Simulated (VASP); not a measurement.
# InP (F-43m) in VASP: further runs, part 2 of 2

VASP 6.6.1.

### 3 Single point, r2SCAN (26.54 Å³/atom)

This run uses another cell than the first one, of 26.54 Å³/atom.

POSCAR reads:

```
InP
1.0
    0.0000000000      2.9828140725      2.9828140725
    2.9828140725      0.0000000000      2.9828140725
    2.9828140725      2.9828140725      0.0000000000
In P
1 1
Direct
    0.0000000000      0.0000000000      0.0000000000
    0.2500000000      0.2500000000      0.2500000000
```

INCAR.step1 reads:

```
SYSTEM = InP
ALGO = Normal ; EDIFF = 1E-4
ENCUT = 520 ; GGA = PE
ISMEAR = 0 ; LASPH = .TRUE.
LCHARG = .FALSE. ; LREAL = .FALSE.
LWAVE = .TRUE. ; NBANDS = 16
NELM = 60 ; PREC = Accurate
SIGMA = 0.02
```

INCAR.step2 reads:

```
SYSTEM = InP
ALGO = Normal ; EDIFF = 1E-6
ENCUT = 520 ; ISIF = 2
ISMEAR = 0 ; ISTART = 1
LASPH = .TRUE. ; LCHARG = .FALSE.
LMIXTAU = .TRUE. ; LREAL = .FALSE.
LWAVE = .FALSE. ; METAGGA = R2SCAN
NBANDS = 16 ; NELM = 60
PREC = Accurate ; SIGMA = 0.02
```

KPOINTS reads:

```
k-points
0
G
  8 8 8
  0 0 0
```

Potentials or basis: VASP PAW PBE potentials, release 64 (In_d, P).

Launch:

```
$ cat potpaw_PBE.64/In_d/POTCAR potpaw_PBE.64/P/POTCAR > POTCAR
$ cp INCAR.step1 INCAR
$ mpirun -np 1 vasp_std > vasp.out
$ cp INCAR.step2 INCAR
$ mpirun -np 1 vasp_std > vasp.out
```

OUTCAR:

```text
SYSTEM = InP
   EDIFF = 1E-6
   ENCUT = 520
   ISIF = 2
   ISMEAR = 0
   ISTART = 1
   LASPH = .TRUE.
   LREAL = .FALSE.
   METAGGA = R2SCAN
   NELM = 60
   PREC = Accurate

 ion  position               nearest neighbor table
   1  0.000  0.000  0.000-   2 2.58   2 2.58   2 2.58   2 2.58
   2  0.250  0.250  0.250-   1 2.58   1 2.58   1 2.58   1 2.58

  LATTYP: Found a face centered cubic cell.
 ALAT       =     5.9656281450

  Lattice vectors:

 A1 = (   0.0000000000,   2.9828140725,   2.9828140725)
 A2 = (   2.9828140725,   0.0000000000,   2.9828140725)
 A3 = (   2.9828140725,   2.9828140725,   0.0000000000)

Analysis of symmetry for initial positions (statically):
=====================================================================
 Subroutine PRICEL returns:
 Original cell was already a primitive cell.

 Routine SETGRP: Setting up the symmetry group for a
 face centered cubic supercell.

 Subroutine GETGRP returns: Found 24 space group operations
 (whereof 24 operations were pure point group operations)
 out of a pool of 48 trial point group operations.

The static configuration has the point symmetry T_d .

Analysis of symmetry for dynamics (positions and initial velocities):
=====================================================================
 Subroutine PRICEL returns:
 Original cell was already a primitive cell.

 Routine SETGRP: Setting up the symmetry group for a
 face centered cubic supercell.

 Subroutine GETGRP returns: Found 24 space group operations
 (whereof 24 operations were pure point group operations)
 out of a pool of 48 trial point group operations.

The dynamic configuration has the point symmetry T_d .

 Subroutine INISYM returns: Found 24 space group operations
 (whereof 24 operations are pure point group operations),
 and found     1 'primitive' translations

----------------------------------------------------------------------------------------

                                     Primitive cell

  volume of cell :      53.0773

  direct lattice vectors                    reciprocal lattice vectors
     0.000000000  2.982814073  2.982814073    -0.167626941  0.167626941  0.167626941
     2.982814073  0.000000000  2.982814073     0.167626941 -0.167626941  0.167626941
     2.982814073  2.982814073  0.000000000     0.167626941  0.167626941 -0.167626941

  length of vectors
     4.218336115  4.218336115  4.218336115     0.290338379  0.290338379  0.290338379

  position of ions in fractional coordinates (direct lattice)
     0.000000000  0.000000000  0.000000000
     0.250000000  0.250000000  0.250000000

  ion indices of the primitive-cell ions
   primitive index   ion index
                 1           1
                 2           2

----------------------------------------------------------------------------------------

 KPOINTS: k-points

Automatic generation of k-mesh.
 Grid dimensions read from file:
 generate k-points for:    8    8    8

 Generating k-lattice:

  Cartesian coordinates                     Fractional coordinates (reciprocal lattice)
    -0.020953368  0.020953368  0.020953368     0.125000000  0.000000000  0.000000000
     0.020953368 -0.020953368  0.020953368     0.000000000  0.125000000  0.000000000
     0.020953368  0.020953368 -0.020953368     0.000000000  0.000000000  0.125000000

  Length of vectors
     0.036292297  0.036292297  0.036292297

  Shift w.r.t. Gamma in fractional coordinates (k-lattice)
     0.000000000  0.000000000  0.000000000

 Subroutine IBZKPT returns following result:
 ===========================================

 Found     29 irreducible k-points:

 Following reciprocal coordinates:
            Coordinates               Weight
  0.000000  0.000000  0.000000      1.000000
  0.125000  0.000000  0.000000      8.000000
  0.250000  0.000000  0.000000      8.000000
  0.375000  0.000000  0.000000      8.000000
  0.500000  0.000000  0.000000      4.000000
  0.125000  0.125000  0.000000      6.000000
[... 16 lines left out ...]
  0.500000  0.250000  0.125000     48.000000
 -0.375000  0.250000  0.125000     24.000000
 [... further k-points ...]
   k-points           NKPTS =     29   k-points in BZ     NKDIM =     29   number of bands    NBANDS=     16
   number of dos      NEDOS =    301   number of ions     NIONS =      2
   total plane-waves  NPLWV =  32768
   dimension x,y,z NGX =    32 NGY =   32 NGZ =   32
   dimension x,y,z NGXF=    64 NGYF=   64 NGZF=   64
   ions per type =               1   1
   NGX,Y,Z   is equivalent  to a cutoff of  12.61, 12.61, 12.61 a.u.
   NGXF,Y,Z  is equivalent  to a cutoff of  25.22, 25.22, 25.22 a.u.
 SYSTEM =  InP
   PREC   = accura    normal or accurate (medium, high low for compatibility)
   ISTART =      1    job   : 0-new  1-cont  2-samecut
   ICHARG =      0    charge: 1-file 2-atom 10-const
   ISPIN  =      1    spin polarized calculation?
   LNONCOLLINEAR =      F non collinear calculations
   LSORBIT =      F    spin-orbit coupling
   LASPH  =      T    aspherical Exc in radial PAW
   ENCUT  =  520.0 eV  38.22 Ry    6.18 a.u.   7.84  7.84  7.84*2*pi/ulx,y,z
   NELM   =     60;   NELMIN=  2; NELMDL=  0     # of ELM steps
   EDIFF  = 0.1E-05   stopping-criterion for ELM
   LREAL  =      F    real-space projection
   EDIFFG = 0.1E-04   stopping-criterion for IOM
   NSW    =      0    number of steps for IOM
   IBRION =     -1    ionic relax: 0-MD 1-quasi-New 2-CG
   NFREE  =      0    steps in history (QN), initial steepest desc. (CG)
   ISIF   =      2    stress and relaxation
   ISYM   =      2    0-nonsym 1-usesym 2-fastsym
   POTIM  = 0.5000    time-step for ionic-motion
   TEBEG  =    0.0;   TEEND  =   0.0 temperature during run
   PSTRESS=    0.0 pullay stress
   NELECT =      18.0000    total number of electrons
   NUPDOWN=      -1.0000    fix difference up-down
   EMIN   =  10.00;   EMAX   =-10.00  energy-range for DOS
   EFERMI =   0.00;   METHOD = LEGACY
   ISMEAR =     0;   SIGMA  =   0.02  broadening in eV -4-tet -1-fermi 0-gaus
   EFERMI_NEDOS =   21; number of points for ismear=-14 and -15
   IALGO  =     38    algorithm
   IMIX   =      4    mixing-type and parameters
     AMIX     =   0.40;   BMIX     =  1.00
     AMIX_MAG =   1.60;   BMIX_MAG =  1.00
  volume/ion in A,a.u.               =      26.54       179.09
  Fermi-wavevector in a.u.,A,eV,Ry     =   1.141641  2.157388 17.733068  1.303344
  Thomas-Fermi vector in A             =   2.278341
   LORBIT       =      0    0 simple, 1 ext, 2 COOP (PROOUT), +10 PAW based schemes
   METAGGA = R2SCAN    functional components
   LHFCALC =     F    Hartree Fock is set to
   AEXX    =    0.0000 exact exchange contribution
   IVDW    =     0    specifies the selected vdW correction
   LEPSILON=     F    determine dielectric tensor
   LRPA    =     F    only Hartree local field effects (RPA)
 non-spin polarized calculation
 Gauss-broadening in eV      SIGMA  =   0.02
  energy-cutoff  :      520.00
  volume of cell :       53.08
 maximum number of plane-waves:      1459
   NGX = 15   NGY = 15   NGZ = 15

 number of electron      18.0000004 magnetization

 Free energy of the ion-electron system (eV)
  ---------------------------------------------------
  ext. energy  EPLUGINS =         0.00000000
  ---------------------------------------------------
  free energy    TOTEN  =       -32.28740117 eV

  energy without entropy =      -32.28740117  energy(sigma->0) =      -32.28740117

 E-fermi :   4.5736     XC(G=0):  -9.6347

 val. band max:        4.4451249915   @ k =   0.0000   0.0000   0.0000
 cond. band min:       5.3027184814   @ k =   0.0000   0.0000   0.0000
 fundamental gap:      0.8575934899
 Fermi energy:         4.5736296885

 k-point     1 :       0.0000    0.0000    0.0000
  band No.  band energies     occupation
      1     -10.1193      2.00000
      2     -10.1193      2.00000
      3     -10.1193      2.00000
      4      -9.9675      2.00000
      5      -9.9675      2.00000
      6      -7.1938      2.00000
[... 8 lines left out ...]
     15      14.2816      0.00000
     16      14.2816      0.00000
[... 419 lines left out ...]
 k-point    24 :      -0.3750    0.2500    0.1250
  band No.  band energies     occupation
      1     -10.2429      2.00000
      2     -10.0730      2.00000
      3     -10.0565      2.00000
      4      -9.9722      2.00000
      5      -9.9562      2.00000
      6      -5.2636      2.00000
[... 8 lines left out ...]
     15      15.5806      0.00000
     16      16.2022      0.00000

 [... further k-points ...]

------------------------ aborting loop because EDIFF is reached ----------------------------------------

  FORCE on cell =-STRESS in cart. coord.  units (eV):
  Direction    XX          YY          ZZ          XY          YZ          ZX
  --------------------------------------------------------------------------------------
  -------------------------------------------------------------------------------------
  Total       -0.6593626     -0.6593626     -0.6593626      0.0000000     -0.0000000      0.0000000
  in kB      -19.9033563    -19.9033563    -19.9033563      0.0000000     -0.0000000      0.0000000
  external PRESSURE =     -19.9033563 kB  Pullay stress =       0.0000000 kB

 VOLUME and BASIS-vectors are now :
 -----------------------------------------------------------------------------
  energy-cutoff  :      520.00
  volume of cell :       53.08
      direct lattice vectors                 reciprocal lattice vectors
     0.000000000  2.982814073  2.982814073    -0.167626941  0.167626941  0.167626941
     2.982814073  0.000000000  2.982814073     0.167626941 -0.167626941  0.167626941
     2.982814073  2.982814073  0.000000000     0.167626941  0.167626941 -0.167626941

 POSITION                                       TOTAL-FORCE (eV/Angst)
 -----------------------------------------------------------------------------------
      0.00000      0.00000      0.00000        -0.000000     -0.000000      0.000000
      1.49141      1.49141      1.49141         0.000000      0.000000     -0.000000
 -----------------------------------------------------------------------------------
    total drift:                               -0.000003     -0.000003     -0.000003

  FREE ENERGIE OF THE ION-ELECTRON SYSTEM (eV)
  ---------------------------------------------------
  free  energy   TOTEN  =       -32.2874011677 eV

  energy  without entropy=      -32.2874011677  energy(sigma->0) =      -32.28740117
```

Wall time 2.1 min (1 thread of AMD EPYC 7R13, shared host); peak memory 0.16 GiB.

What came out:

```
Free energy            : -32.2874 eV
Pressure               : -2.0 GPa
Band gap on the k mesh : 0.86 eV
```

Levels at points of the mesh, in eV from the valence-band top:
```tsv
k point	band 7	band 8	band 9	band 10	band 11	band 12
(0.00, 0.00, 0.00)	0.00	0.00	0.00	0.86	4.44	4.44
(0.50, 0.00, 0.00)	-5.60	-0.93	-0.93	1.72	5.15	5.15
(0.50, 0.50, 0.00)	-5.65	-2.23	-2.23	2.09	2.54	9.53
```

Caveat: the PAW data sets were made with another functional, which shifts forces and pressure a little; spin-orbit coupling is left out, which moves the levels of the heavy elements.

### 4 How close it comes

Step 2. A measured gap of InP is 1.4236 eV (direct; 1.6 K; a printed reference work, data compilation); the calculated 1.03 eV misses it by -0.39 eV. Spin-orbit coupling on In is left out. The value is that of r2SCAN, without temperature or zero-point motion.
